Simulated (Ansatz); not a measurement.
A (001) slab of WC (P-6m2 (No. 187)), 7 planes, outer planes W (top) and W (bottom), with 7 atoms (W4C3) in a surface cell of A = 7.393 Å², as cut from the bulk:

```
CELL_PARAMETERS angstrom
2.92177 0.00000 0.00000
-1.46089 2.53033 0.00000
0.00000 0.00000 23.54123
ATOMIC_POSITIONS crystal
W 0.00000 0.00000 0.31859
C 0.66667 0.33333 0.37906
W 0.00000 0.00000 0.43953
C 0.66667 0.33333 0.50000
W 0.00000 0.00000 0.56047
C 0.66667 0.33333 0.62094
W 0.00000 0.00000 0.68141
```

The calculation used DFT PBE, scalar-relativistic, plane waves, PAW in Ansatz. Plane waves to 420 eV, a k mesh through Γ of 12×12×1 on the computed 7-atom cell and Gaussian smearing (0.10 eV); no spin polarisation.

The relaxed slab holds 3 formula units of WC and 1 further W. Against those formula units in the bulk and the further W in its standard state it lies 3.103 eV higher. The formation energy of WC from the standard states is -0.292 eV a formula unit (uncorrected, no zero-point or thermal terms).

**Question.** Over what range can the chemical potential of W vary, and what is the surface energy at both ends?

**Answer.** In contact with the bulk, μ(W) + μ(C) is fixed. With Δμ counted from the standard states, Δμ(W) ≤ 0 keeps elemental W from forming, and Δμ(C) ≤ 0 requires Δμ(W) ≥ ΔH = -0.292 eV. Other compounds of W and C can narrow this range. Then γ, the mean of both faces, = [3.103 eV − 1.00·Δμ(W)]/(2A). At the W-rich end (Δμ = 0): 3.103/(2 × 7.393) × 16.02 = 3.36 J/m². At the W-poor end: (3.103 + 0.292)/(2 × 7.393) × 16.02 = 3.68 J/m².

**Question.** How does its energy depend on growth conditions?

**Answer.** It carries an excess of W, so its energy falls by 1.08 J/m² for each eV that μ(W) rises: W-rich conditions lower it; whether it appears depends on the other terminations.